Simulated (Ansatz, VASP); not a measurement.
AlN: VASP beside Ansatz

```xyz
4
Lattice="3.0886 0.0000 -0.4633 -1.5443 2.6748 0.2316 -0.7415 0.0000 5.0093" Properties=species:S:1:pos:R:3 pbc="T T T"
Al    0.0524    1.7750    0.0364
Al    1.2260    0.8998    2.3095
N    -0.3379    1.8423    1.8922
N     0.8356    0.8325    4.1652
```

Change from the starting cell: engineering shear strain xz -0.3000, normal strain along z +0.0133.

Alike in both runs: functional LDA; k mesh 9 × 9 × 6; occupations gaussian, width 0.05 eV; no spin polarisation.

Ansatz relaxed the structure, and its values are those at the end. VASP's run is a single point on that final structure, the one shown.

```csv
,VASP,Ansatz
version,VASP 6.6.1,Ansatz 0.2.0
potentials or method,"VASP PAW LDA potentials, release 64 (Al, N)","scalar-relativistic, plane waves, PAW"
plane-wave cutoff (eV),520,520
valence electrons in the cell,16,16
```

```csv
,VASP,Ansatz,Ansatz less VASP
gap on the k mesh at the Fermi level (eV),2.77,2.77,-0.003
least direct gap on the mesh (eV),2.77,2.77,-0.003
pressure (GPa),-0.7,-1.4,-0.62
rms of the force components (eV/Å),0.013,0.006,-0.0077
```

Ansatz warned: «pseudo_functional_mismatch».

Caveats: an odd mesh through Γ misses points on the zone boundary, where band edges often lie.
